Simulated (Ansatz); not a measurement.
## HfC: moving C off its site

HfC, Fm-3m, a = 4.650 Å (as given, not relaxed at this level: 0.2 GPa). Ansatz: PBE, PAW, 420 eV, Γ-centred 18×18×18 mesh on 2 atoms, Gaussian smearing 0.15 eV; no spin polarisation.

```yaml
crystal:
  lattice:
    - [0.00000, 2.32500, 2.32500]
    - [2.32500, 0.00000, 2.32500]
    - [2.32500, 2.32500, 0.00000]
  atoms:
    - { symbol: Hf, position: [0.50000, 0.50000, 0.50000] }
    - { symbol: C, position: [0.00000, 0.00000, 0.00000] }
```

Atom 2 (C) moves by x along the unit vector (0.000, 0.000, 1.000), with its periodic images; all else is held. y is the free energy of the cell over the start, F the force along the path summed over the moved atoms. Symmetry makes y even in x.

| x (Å) | y (meV) | F (eV/Å) |
| --- | --- | --- |
| -0.3000 | ? | ? |
| -0.1500 | 85.3 | 1.17 |
| 0.0000 | 0.0 | 0.00 |
| 0.0375 | 5.4 | -0.29 |
| 0.0750 | 21.5 | -0.57 |
| 0.1125 | 47.9 | -0.84 |
| 0.1875 | 136.3 | -1.57 |
| 0.2250 | 203.8 | -2.04 |
| 0.2625 | 290.5 | -2.59 |

Q: Fit y = c2 x² + c4 x⁴ to the energies of the other rows, give the force constant, and predict energy and force of the missing row.

A: Least squares on the rows shown. y = 3573.4 x² + 9217.9 x⁴. The force constant is 2 c2 = 7.15 eV/Å² (for all images moving together, not for a lone atom). With two atoms in a cubic cell this is the optical mode at Γ (in a metal it hangs on mesh and smearing): ω = 521.5 √(2 c2/μ) = 416 cm⁻¹ for μ = 11.25 u. The force −dy/dx at the missing row is 3.14 eV/Å (computed 3.22). With a term in x⁶ added, the coefficient of x² becomes 3722, 4 % more, which shows how far this figure hangs on the form. At x = -0.3000 the fit asked for gives 396.3 meV. The run gave 399.3 meV, so the fit is 3.0 meV too low, a small miss on the scale of the series.

Spin–orbit coupling is left out, which can shift energies with elements as heavy as these.